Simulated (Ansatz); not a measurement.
All numbers below come from Ansatz 0.2.0, DFT PBE, scalar-relativistic, plane waves, PAW. Settings: cutoff 420 eV, Γ-centred meshes spaced at most about 0.3 Å⁻¹, and about 0.25 Å⁻¹ or finer for metals (2π included), Gaussian smearing. No spin polarisation.

These are static total energies at zero pressure.

Question: Which of these relaxed structures of CdTe6 is the lowest in energy?
A.

```
Cd Te
1.0
     4.67628    0.00000    0.00000
    -2.33814    4.04978    0.00000
     0.00000    0.00000   12.77293
Cd Te
1 6
Direct
  0.00000 0.00000 0.20939
  0.33333 0.66667 0.29045
  0.00000 0.00000 0.98181
  0.66667 0.33333 0.86005
  0.66667 0.33333 0.46831
  0.00000 0.00000 0.58351
  0.33333 0.66667 0.72847
```

B.

```
Cd Te
1.0
     2.25000    1.29904   12.62150
    -2.25000    1.29904   12.62150
     0.00000   -2.59807   12.62150
Cd Te
1 6
Direct
  0.00000 0.00000 0.00000
  0.29012 0.29012 0.29012
  0.57216 0.57216 0.57216
  0.14096 0.14096 0.14096
  0.85904 0.85904 0.85904
  0.42784 0.42784 0.42784
  0.70988 0.70988 0.70988
```

C.

```
Cd Te
1.0
    10.01808    0.00000    0.00000
    -5.00904    8.67591    0.00000
     0.00000    0.00000    3.03966
Cd Te
1 6
Direct
  0.00000 0.00000 0.50000
  0.64200 0.00000 0.00000
  0.00000 0.64200 0.00000
  0.35800 0.35800 0.00000
  0.35800 0.00000 0.00000
  0.00000 0.35800 0.00000
  0.64200 0.64200 0.00000
```

Answer: B. The next of these, A, lies 20 meV/atom higher. Forms: B R-3m; A P3m1; C P6/mmm. Counting Te atoms around Cd (those within 1.25 times the shortest such distance or 1.15 times the sum of covalent radii; the shortest distance is added where it exceeds 1.18 times the sum of covalent radii): B has Cd 6; A has Cd 4; C has Cd 12 from 3.9 Å. C holds Te–Te pairs (shortest 2.85 Å) (bonds between like non-metal atoms; other contacts aren't counted). All come from invented guesses.

For metals, differences of a few meV/atom aren't resolved. Weakly bound directions are ill-defined at this level, which has no dispersion term (P3m1), and this can change margins and order among such cells. These runs have no spin–orbit coupling, which can matter for Te. Cells relaxed within their symmetry can be saddle points. Some candidate types were left out of the draw beforehand, so a known form may be missing.
